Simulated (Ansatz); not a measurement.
Stackings of close-packed layers of Os (one atom a layer), each relaxed to a stress under 0.05 GPa; h and k mark layers whose two neighbours have the same or different letters; energies count from the stacking AB (P6_3/mmc).

Method: DFT PBE, scalar-relativistic, plane waves, PAW in Ansatz 0.2.0.

Settings: cutoff 420 eV, Γ-centred mesh 18×18×7 on the computed 3-atom cell, Gaussian smearing of 0.10 eV; no spin polarisation.

Start (ABC (kkk)):

```yaml
crystal:
  lattice:
    - [2.75278, 0.00000, 0.00000]
    - [-1.37639, 2.38398, 0.00000]
    - [0.00000, 0.00000, 6.52637]
  atoms:
    - { symbol: Os, position: [0.00000, 0.00000, 0.00000] }
    - { symbol: Os, position: [0.33333, 0.66667, 0.33333] }
    - { symbol: Os, position: [0.66667, 0.33333, 0.66667] }
```

Question: What does the relaxation give?

Answer: The free energy falls by 22 meV/atom.

```
excess energy (meV/atom)   : 135.6
spacing of like layers (Å) : 2.227
a (Å)                      : 2.726
gap on the mesh (eV)       : 0
```

Relaxed structure:
```xyz
3
Lattice="2.7259 0.0000 0.0000 -1.3629 2.3607 0.0000 0.0000 0.0000 6.6820" Properties=species:S:1:pos:R:3 pbc="T T T"
Os    0.0000    0.0000    0.0000
Os    0.0000    1.5738    2.2273
Os    1.3629    0.7869    4.4547
```

Spin-orbit coupling is left out, which matters for the bands of heavy elements.

Small energy differences in metals hang on the k mesh (about 10 mJ/m² or 1 to 2 meV/atom on the mesh of the relaxation).

Time: 19 s on 1 thread of AMD EPYC 9R45 96-Core Processor (Zen 5), on a shared host, peak memory 0.55 GiB.